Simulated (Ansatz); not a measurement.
# P (diamond type): the cost of one run

Computed with Ansatz 0.2.0 (DFT, PBE, all-electron LAPW, scalar-relativistic, unless a step's input says otherwise).

2 further runs of the same task are left out: 2 that didn't finish.

## 1. The system as given

The structure is cubic, space group Fd-3m (No. 227). The conventional cell has a = 5.313 Å, b = 5.313 Å, c = 5.313 Å, α = 90.00°, β = 90.00°, γ = 90.00°. P (site symmetry -43m) has 4 P at 2.30 Å as nearest neighbours.

As a file:

```cif
data_structure
_symmetry_space_group_name_H-M 'Fd-3m:1'
_symmetry_Int_Tables_number 227
_cell_length_a 5.3133
_cell_length_b 5.3133
_cell_length_c 5.3133
_cell_angle_alpha 90.000
_cell_angle_beta 90.000
_cell_angle_gamma 90.000
_cell_volume 150.00
loop_
_atom_site_label
_atom_site_type_symbol
_atom_site_symmetry_multiplicity
_atom_site_Wyckoff_symbol
_atom_site_fract_x
_atom_site_fract_y
_atom_site_fract_z
_atom_site_occupancy
P1 P 8 b 0.00000 0.50000 0.00000 1
```

The file gives the conventional cell by its symmetry; the runs use the cell typed in the input.

Atoms are numbered in the order of the input: P1, P2.

## 2. The bond as given, LAPW

Input file input.yaml:

```yaml
crystal:
  lattice:
    - [0.0, 2.656646423, 2.656646423]
    - [2.656646423, 0.0, 2.656646423]
    - [2.656646423, 2.656646423, 0.0]
  atoms:
    - { symbol: P, position: [-0.125, -0.125, -0.125] }
    - { symbol: P, position: [0.125, 0.125, 0.125] }
kpoints:
  mp_grid: { grid: [10, 10, 10] }
scf:
  occupations: { method: fermi_dirac, width: 0.05 }
hamiltonian:
  xc: pbe
  pseudopotentials: { kind: all_electron, lapw: { basis_error: 0.001 } }
output:
  forces: true
  stress: true
  eigenvalues: true
  populations: true
```

Started as:

```console
$ ansatz run input.yaml --threads 1 --pin off --max-ram 2048MiB --backend cpu --events-out ev --progress --plain --runs-dir out
```

**Question.** How long does this run take on 1 thread of AMD EPYC 7R13 (Zen 3), shared host, and how much memory does it need?

About 3.7 s, with a peak of 0.28 GiB.
